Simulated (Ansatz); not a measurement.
NaI: deformation potentials from a series

```yaml
crystal:
  lattice:
    - [0.00000, 3.23640, 3.23640]
    - [3.23640, 0.00000, 3.23640]
    - [3.23640, 3.23640, 0.00000]
  atoms:
    - { symbol: Na, position: [0.00000, 0.00000, 0.00000] }
    - { symbol: I, position: [0.50000, 0.50000, 0.50000] }
```

Atom numbers follow the list: Na1, I2.

The cell is COD entry 9008681, as deposited and not checked against the literature; nothing was relaxed.

No spin–orbit coupling, which matters for the heavy atoms here.

Method: DFT, LDA, all-electron LAPW, scalar-relativistic in Ansatz 0.2.0.

Sampling and basis: a Γ-centred 8×8×8 k mesh, Fermi–Dirac smearing of 0.02 eV, basis error target 1 meV/atom, no spin polarisation.

The cell is scaled evenly. Fractional coordinates are held (clamped ions).

Only quantities that a quadratic follows smoothly over the whole series are listed; rougher ones are left out.

```tsv
ln(V/Vcell)	direct gap at Γ (eV)	smallest gap on mesh and path (eV)
-0.0619	3.502	3.502
-0.0408	3.442	3.442
-0.0202	3.386	3.386
0.0000	3.332	3.332
0.0100	3.307	3.307
0.0198	3.282	3.282
0.0392	3.235	3.235
0.0583	3.190	3.190
```

(1) Fit the series and give the slopes at zero strain.

(2) One run, at ln(V/Vcell) = -0.0101, is withheld. Predict its row.

Answers

(1) Least-squares fits y = p0 + p1 x + p2 x² to the rows give direct gap at Γ (eV): p1 = -2.59, p2 = 2.5; smallest gap on mesh and path (eV): p1 = -2.59, p2 = 2.5. So dEg/dln V = -2.6 eV for the direct gap at Γ, the fundamental gap of this crystal. Semilocal gaps are too small, but their slopes carry over better.

(2) The fits give 3.359, 3.359; the run gave 3.358, 3.358.
